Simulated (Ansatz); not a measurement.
## AlNi₅ (Cmmm) at 3 levels of theory

One geometry, relaxed with PBE; plane waves with PAW potentials in Ansatz, scalar-relativistic. Collinear spin, ending at 1.4 μB a primitive cell. Gaps are the least over mesh and band path; pressure is positive in compression.

```cif
data_structure
_symmetry_space_group_name_H-M 'Cmmm'
_symmetry_Int_Tables_number 65
_cell_length_a 3.5716
_cell_length_b 10.6111
_cell_length_c 3.5368
_cell_angle_alpha 90.000
_cell_angle_beta 90.000
_cell_angle_gamma 90.000
_cell_volume 134.04
loop_
_atom_site_label
_atom_site_type_symbol
_atom_site_symmetry_multiplicity
_atom_site_Wyckoff_symbol
_atom_site_fract_x
_atom_site_fract_y
_atom_site_fract_z
_atom_site_occupancy
Al1 Al 2 c 0.50000 0.00000 0.50000 1
Ni1 Ni 2 a 0.00000 0.00000 0.00000 1
Ni2 Ni 4 i 0.00000 0.33093 0.00000 1
Ni3 Ni 4 j 0.00000 0.16714 0.50000 1
```

| level | cutoff (eV) | k mesh | gap (eV) | pressure (GPa) | largest moment (μB) |
| --- | --- | --- | --- | --- | --- |
| PBE | 420 | 12×12×10 | 0 | 0.0 | 0.32 |

What comes out on the same cell with r2SCAN, PBEsol?

```tsv
level	cutoff (eV)	k mesh	gap (eV)	pressure (GPa)	largest moment (μB)
r2SCAN	500	12×12×10	0	-6.2	0.57
PBEsol	420	12×12×10	0	-8.3	0.30
```

The state reached may not be the lowest one.

It was reached by relaxing an invented guess, and it needn't be the stable form of this composition.
